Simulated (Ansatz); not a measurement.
# Ir: LAPW beside PAW, part 2 of 2

The same cell of Ir is computed with LAPW, all electrons, PAW on the default files and all-electron PAW on datasets made for the crystal, to set the results side by side. The cell is first relaxed from a guess with PAW; it needn't be the stable phase of this composition.

Ansatz 0.2.0; DFT PBE; a cell built from a prototype (hcp type), not taken from measurement. «Crystal datasets» are all-electron PAW datasets made for this crystal. The steps go on from the part before.

### Step 4. PAW on the default files

This is Ir in the hcp structure; at room conditions it is fcc.

File input.yaml:

```yaml
crystal:
  lattice:
    - [2.748564089, 0.0, 0.0]
    - [-1.3742820445, 2.380326325, 0.0]
    - [0.0, 0.0, 4.4516616529]
  atoms:
    - { symbol: Ir, position: [0.3333333333, 0.6666666667, 0.25] }
    - { symbol: Ir, position: [0.6666666667, 0.3333333333, 0.75] }
kpoints:
  mp_grid: { grid: [15, 15, 8] }
  band_path:
    path:
      - [0.0, 0.0, 0.0]
      - [0.5, 0.0, 0.0]
      - [0.3333333333, 0.3333333333, 0.0]
      - [0.0, 0.0, 0.0]
      - [0.0, 0.0, 0.5]
      - [0.5, 0.0, 0.5]
      - [0.3333333333, 0.3333333333, 0.5]
      - [0.0, 0.0, 0.5]
      - [0.5, 0.0, 0.5]
    npoints: 14
scf:
  occupations: { method: fermi_dirac, width: 0.03 }
hamiltonian:
  xc: pbe
  pseudopotentials: { kind: paw }
output:
  forces: true
  stress: true
  eigenvalues: true
  efg: { contact_densities: true }
  populations: true
  bader: true
  dos: { projected: true, de: 0.2, e_range: [-14, 8] }
  write_density: true
  write_potential: true
  elf: true
  volumetric_format: npy
```

Launch:

```console
ansatz run input.yaml --threads 1 --pin off --max-ram 2048MiB --backend cpu --events-out ev --progress --plain --runs-dir out
```

Output (excerpt; [...] marks lines left out):

```text
Ir: output.efg is read without spin–orbit coupling, which moves field gradients at and beside such atoms by some per cent and up to a factor of two; PAW files take it under magnetization.noncollinear and magnetization.spin_orbit
[...]
Pseudopotentials: kind: paw
Pseudopotential: Ir, paw, valence charge 17, recommended cutoff 420 eV (normal)
Functional definition: PBE
[...]
Crystal: 2 atoms, lattice volume = 29.125 Å³
Basis set: ecut = 420 eV, 573 PW (Γ), exchange–correlation on 40×40×60 points (8 copies of the dense FFT grid, shifted against one another)
Bands: 21, of which v1, the nominal top of the filled ones, is band 17 counted from 1 (16 counted from 0)
Symmetry: 24 space group operations
Space group: P63/mmc (ITA 194), of the structure as read, at distance tolerance 3.1e-5 Å
k-points: 135 of 1800
[...]
        0.011411       0.000000       0.000000
        0.000000       0.011411       0.000000
        0.000000       0.000000       0.011732
  P = ⅓ Tr σ = 0.0115 GPa (0.115 kbar)
--- PAW observables at the nuclei: V_zz in 10²¹ V/m², potentials from the cell's mean, atoms counted from 1 ---
  atom   1  Ir V_zz =    +1.261451   η = 0.0000   by run symmetry: allowed
            electrostatic potential = -15797.250461 V   contact ρ = 11166102.723478 e/Å³
  atom   2  Ir V_zz =    +1.261451   η = 0.0000   by run symmetry: allowed
            electrostatic potential = -15797.250461 V   contact ρ = 11166102.723478 e/Å³
--- Band table (eV; the first three rows and the last of 135) ---
[... band rows left out ...]
[...]
--- Löwdin populations: 2 sites ---
  site symbol       q [e]
     0     Ir     16.7970
     1     Ir     16.7970
  spilling = 0.011943 (of n_electrons = 34.000000)
--- Bader charges: 2 sites ---
  site symbol  charge [e]  shift [e]
     0     Ir      0.0000     0.0000
     1     Ir      0.0000     0.0000
  estimated error of the sums over rays = 4.3e-5 e
```

Run time: 33 s. Hardware: 1 thread of Arm Neoverse N1, shared host; peak memory 0.38 GiB.

This run gives: pressure 0.01 GPa; no gap; Vzz Ir1 1.26 (η = 0.00) (10²¹ V/m²).

```csv
atom,Bader charge (e),basin volume (Å³)
Ir1,+0.00,14.56
```

Density in a lattice plane of the grid's cell (edges 2.75 and 4.45 Å, at 0.333 of the third edge), which holds Ir.

Values in e/Å³, 12 rows by 8 columns:
```
0.46 0.31 0.34 0.61 1.43 2.50 2.22 1.08
0.84 0.40 0.48 1.46 4.91 7.63 7.03 3.55
1.15 0.47 0.58 2.12 6.86 8.93 8.64 5.14
0.84 0.40 0.48 1.45 4.86 7.53 6.94 3.52
0.47 0.31 0.34 0.62 1.51 2.61 2.33 1.14
0.35 0.32 0.33 0.38 0.48 0.56 0.54 0.44
0.47 0.57 0.55 0.44 0.35 0.32 0.32 0.37
0.84 1.36 1.26 0.73 0.41 0.31 0.32 0.47
1.15 2.03 1.87 0.98 0.46 0.33 0.35 0.55
0.85 1.36 1.27 0.74 0.41 0.31 0.33 0.47
0.46 0.56 0.54 0.44 0.35 0.32 0.32 0.36
0.35 0.31 0.32 0.37 0.45 0.53 0.51 0.42
```
Columns run along the first of these edges and rows up along the second, over one cell in 8 and 12 even steps from the bottom left corner. Atoms in the plane (fractional): Ir at (0.67, 0.75).

ELF in the same plane.

Ten even steps from '0' (0.24) to '9' (0.68):
```
11001111222211
00110025777641
10110258999984
21211379866996
21221489723897
21211389866996
10110259999984
00110025777641
11001111232211
10001111000011
10000111100111
00000011101111
12222100000100
24443210000001
24554210000001
24443210000001
12222100000100
00000011101111
10000111100111
11001111000011
```
Columns run along the first of these edges and rows up along the second, over one cell in 14 and 20 even steps from the bottom left corner. Atoms in the plane (fractional): Ir at (0.67, 0.75).

Both are smooth fields of the valence electrons: close to the nuclei they are not physical.

### Step 5. All-electron PAW on datasets made for the crystal

input.yaml, as its differences from that of step 4:

```diff
@@ -21,3 +21,3 @@
       - [0.5, 0.0, 0.5]
-    npoints: 14
+    npoints: 8
 scf:
@@ -26,3 +26,3 @@
   xc: pbe
-  pseudopotentials: { kind: paw }
+  pseudopotentials: { kind: all_electron, datasets: crystal }
 output:
@@ -32,8 +32 @@
   efg: { contact_densities: true }
-  populations: true
-  bader: true
-  dos: { projected: true, de: 0.2, e_range: [-14, 8] }
-  write_density: true
-  write_potential: true
-  elf: true
-  volumetric_format: npy
```

Launch:

```console
ansatz run input.yaml --threads 1 --pin off --max-ram 2048MiB --backend cpu --events-out ev --progress --plain --runs-dir out
```

Output (excerpt; [...] marks lines left out):

```text
[...]
Ir: output.efg is read without spin–orbit coupling, which moves field gradients at and beside such atoms by some per cent and up to a factor of two; PAW files take it under magnetization.noncollinear and magnetization.spin_orbit
[...]
[... 1 set-up line as earlier in the session ...]
Pseudopotential: Ir, paw, valence charge 17, recommended cutoff 260 eV (normal), Koelling and Harmon's equation, gaussian nucleus
[... 1 set-up line as earlier in the session ...]
[...]
Crystal: 2 atoms, lattice volume = 29.125 Å³
Basis set: ecut = 260 eV, 287 PW (Γ), exchange–correlation on 30×30×48 points (8 copies of the dense FFT grid, shifted against one another)
Bands: 21, of which v1, the nominal top of the filled ones, is band 17 counted from 1 (16 counted from 0)
[... 2 set-up lines as earlier in the session ...]
k-points: 135 of 1800
[...]
  atom   2  Ir     0.00000000    -0.00000000     0.00000000
[...]
--- Stress (GPa, compression-positive) ---
       -0.041336       0.000000       0.000000
        0.000000      -0.041336       0.000000
        0.000000       0.000000      -0.056788
  P = ⅓ Tr σ = -0.0465 GPa (-0.465 kbar)
--- PAW observables at the nuclei: V_zz in 10²¹ V/m², potentials from the cell's mean, atoms counted from 1 ---
  atom   1  Ir V_zz =    +1.298802   η = 0.0000   by run symmetry: allowed
            electrostatic potential = -15797.193512 V   contact ρ = 11159919.571438 e/Å³
  atom   2  Ir V_zz =    +1.298802   η = 0.0000   by run symmetry: allowed
            electrostatic potential = -15797.193512 V   contact ρ = 11159919.571438 e/Å³
--- Band table (eV; the first three rows and the last of 135) ---
[... band rows left out ...]
[...]
  guard bands above this table: 0 of the run's 21 bands, where the rule asks 2: the bands that hold charge and the lowest empty level above them stay in the table. A level can be missing at the table's top as with no guard band: raise scf.n_extra_bands
```

Wall time 39 s (1 thread of Arm Neoverse N1, shared host); peak memory 0.59 GiB.

Result: pressure -0.05 GPa; no gap; Vzz Ir1 1.30 (η = 0.00) (10²¹ V/m²).

```csv
atom,contact density (e/Å³)
Ir1,1.115992e+07
```

### Step 6. Side by side

| method | pressure (GPa) | Vzz Ir1 (10²¹ V/m²) | SCF cycles, all passes |
| --- | --- | --- | --- |
| LAPW | -0.05 | – | 8 |
| PAW | 0.01 | 1.26 | 6 |
| crystal datasets | -0.05 | 1.30 | 8 |

### Step 7. Results

This closing draws on all 2 parts.

| quantity | value |
| --- | --- |
| pressure | LAPW -0.05, PAW 0.01, crystal datasets -0.05 GPa |
| gap (LAPW) | none |
| Bader charges (PAW) | Ir1 +0.00 e |

The pressure is within half a GPa of zero, so the volume is close to equilibrium at this level. Bands cross the Fermi level: the crystal is a metal at this level. Within 0.3 eV of the Fermi level the largest projected share is Ir 5d (97 %). The projection holds only the free atom's occupied shells (Ir 6s, Ir 5d in this range). The field gradient at Ir1, the largest by crystal datasets, is 1.26 by PAW and 1.30 by crystal datasets (10²¹ V/m²), within 5 %. Spin–orbit coupling is left out, which moves gradients at and beside heavy atoms by some per cent and at worst by a factor of two. In pressure, PAW differs from LAPW by +0.06 GPa. The price, with the outputs that each input asks for: 2.7 min for LAPW against 33 s for PAW, about 5 to one. Spin-orbit coupling is left out, though the cell holds Ir; in elements this heavy it can shift bands and gaps by tenths of an eV.
